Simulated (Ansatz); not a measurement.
CuO (Tenorite):

```
Cu O
1.0
     2.34185   -1.71130    0.00000
     2.34185    1.71130    0.00000
    -0.85003    0.00000    5.05787
Cu O
2 2
Direct
  0.50000 0.00000 0.50000
  0.00000 0.50000 0.00000
  0.41840 0.58160 0.75000
  0.58160 0.41840 0.25000
```

| Property | Result |
| --- | --- |
| Program | Ansatz 0.2.0 |
| Task | relaxation of cell and atoms |
| Functional | r2SCAN |
| Potentials or basis | Ansatz PAW |
| Cutoff | 500 eV (not typed: the program's choice for these potentials) |
| k mesh | 10 × 10 × 5 |
| Occupations | fermi-dirac, width 0.05 eV |
| Spin | no spin polarisation |
| Hubbard terms | Cu d U = 1 eV |

At the start: volume 10.13 Å³/atom.

Question: How do energy, volume and symmetry change on relaxing?

Answer: It ends after 15 steps and the volume is 10.76 Å³/atom (+6.1 %); space group P4_2/mmc (No. 131, to 0.05 Å).

Step by step:
| step | energy change (eV) | largest force (eV/Å) | volume (Å³) |
| --- | --- | --- | --- |
| 1 | 0.0000 | 0.2608 | 40.54 |
| 2 | -0.0126 | 0.2188 | 40.78 |
| 3 | -0.0479 | 0.0768 | 41.19 |
| 4 | -0.0580 | 0.0136 | 43.08 |
| 5 | -0.0749 | 0.0582 | 42.84 |
| 6 | -0.0826 | 0.0022 | 42.82 |
| 7 | -0.0832 | 0.0021 | 42.84 |
| 8 | -0.0834 | 0.0010 | 42.85 |
| 9 | -0.0834 | 0.0004 | 42.86 |
| 10 | -0.0922 | 0.0001 | 42.86 |
| 11 | -0.0919 | 0.0530 | 43.48 |
| 12 | -0.0952 | 0.0002 | 43.03 |
| 13 | -0.0952 | 0.0002 | 43.03 |
| 14 | -0.0952 | 0.0003 | 43.03 |
| 15 | -0.0954 | 0.0002 | 43.03 |

Final structure:
```
Cu O
1.0
     2.04620   -2.04400    0.15888
     2.04620    2.04400    0.15888
    -0.39956    0.00000    5.11297
Cu O
2 2
Direct
  0.50000 0.00000 0.50000
  0.00000 0.50000 0.00000
  0.49987 0.50013 0.75000
  0.50013 0.49987 0.25000
```

Caveat: the plane-wave basis is chosen anew once the cell has moved, so the energies of steps on either side of that aren't comparable; the run has no spin polarisation, though such a crystal can be magnetic; U without spin polarisation on a metal has little footing; the PAW data sets come from PBE, with cores solved anew for the run's functional, which leaves a small shift of forces and pressure.
